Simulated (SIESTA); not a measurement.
Crystal: ZnS.

```
Zn S
1.0
     0.00000    2.70200    2.70200
     2.70200    0.00000    2.70200
     2.70200    2.70200    0.00000
Zn S
1 1
Direct
  0.75000 0.75000 0.75000
  0.00000 0.00000 0.00000
```

Base run:

```yaml
Program: SIESTA 5.4.2
Functional: vdW-DF-cx
Potentials_or_basis: PseudoDojo 0.4 standard (PBE files)
Basis: DZP (energy shift 0.003 Ry; two zetas on semicore shells)
Grid_cutoff: 800 Ry
Energy_shift: 0.003 Ry
k_mesh: 9 × 9 × 9
Occupations: fermi-dirac, width 0.05 eV
Spin: no spin polarisation
```

Its results: band gap on the k mesh 2.39 eV, direct; pressure 0.3 GPa.

Q: After a change of settings the same cell gave: band gap on the k mesh 2.44 eV, direct; pressure 2.3 GPa. Which change was it?
A. functional from vdW-DF-cx to PBEsol; potentials or basis from PseudoDojo 0.4 standard (PBE files) to PseudoDojo 0.4 standard (PBEsol files)
B. functional from vdW-DF-cx to AM05; potentials or basis from PseudoDojo 0.4 standard (PBE files) to PseudoDojo 0.4 standard (PBEsol files)
C. functional from vdW-DF-cx to PW91
D. functional from vdW-DF-cx to revPBE

A: C.

Caveats: short orbitals over semicore shells can move pressures by several GPa; the valence orbitals were made in a potential fitted to the semicore shell under them, which widens gaps by tenths of an eV or more; the potentials were made for another functional, which shifts forces and pressure; the basis of atomic orbitals isn't converged, which shifts pressures, moduli and gaps; an odd mesh through Γ misses points on the zone boundary, where band edges often lie (some runs).

Not every run made on this cell is shown here.
